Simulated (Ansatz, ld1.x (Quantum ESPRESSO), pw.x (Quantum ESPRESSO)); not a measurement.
## Ir (Z = 77): one change to the RRKJ potential, in the atom and in the bcc crystal

```json
{
  "Element": "Ir (Z = 77)",
  "Generator": "ld1.x (Quantum ESPRESSO) 7.5",
  "Type": "norm-conserving RRKJ (Kleinman–Bylander form)",
  "Functional": "PBE",
  "Relativity": "scalar-relativistic",
  "Frozen core": "[Xe] 4f14",
  "Valence charge": "9",
  "Reference configuration": "5d7 6s2 6p0",
  "Partial waves": "6p (bound, empty): rc 2.50 bohr; 5d (bound): rc 1.85 bohr; 6s (bound): rc 2.00 bohr",
  "Local potential": "the s channel",
  "Core correction": "none"
}
```

Change: core correction a·sin(br)/r model core inside 2.10 bohr.

Cutoffs, loose and tight: the cutoffs (Ry, on a coarse ladder) from which the occupation-weighted sum of valence levels, in a spherical-Bessel basis at the reference potential, stays within 10 and 1 mRy of its value at 400 Ry. They do not see the model core or the augmentation charge, which bear on the density cutoff. Test errors are all-electron minus pseudo excitation energies from the reference, over the configurations 5d7 6s1 6p0; 5d7 6s0 6p0; 5d6 6s0 6p0; 5d7.5 6s1.5 6p0; 5d7 6s1.5 6p0; 5d7 6s0 6p1; 5d6 6s2 6p1; variants that change the core or the reference have their own tests.

Crystal test: bcc Ir in pw.x 7.5, no spin, 15³ k-points, Fermi–Dirac smearing 0.01 Ry, cutoffs set for each file from its atomic test. The reference is all-electron LAPW (Ansatz 0.2.0) with the same functional, mesh and smearing; V0 and B0 come from Birch–Murnaghan fits to the pressures at five volumes. Errors are pseudo minus all-electron; Δ is the rms difference of the E(V) curves that follow from these fits, minima aligned, over ±6 % about the mean V0. Mesh and smearing are coarse, so the numbers serve the comparison and aren't converged zero-temperature values; the lattice is a test structure that the element need not adopt.

All-electron: a0 = 3.113 Å (V0 = 15.09 Å³/atom), B0 = 303.1 GPa.

Does the change bring the crystal closer to the all-electron result?

The mean pressure error goes from +9.91 to +9.19 GPa, a small move against the size of the error.

| quantity | base | changed |
| --- | --- | --- |
| outcome (atom) | generated | generated |
| cutoff, loose (atom) | 35 Ry | 35 Ry |
| cutoff, tight (atom) | 45 Ry | 45 Ry |
| bound ghosts (atom) | none | none |
| largest test error (meV) (atom) | -54 | -147 |
| cutoffs in pw.x (Ry) | 55/220 | 55/220 |
| a0 (Å) | 3.145 | 3.143 |
| a0 error (%) | +1.03 | +0.96 |
| B0 error (%) | -1.4 | -1.3 |
| Δ (meV/atom) | 31.4 | 29.2 |
| mean pressure error (GPa) | +9.91 | +9.19 |

Base: This is a poor potential for the solid. Changed file: This is a poor potential for the solid. The atomic cutoffs weigh occupied waves only.
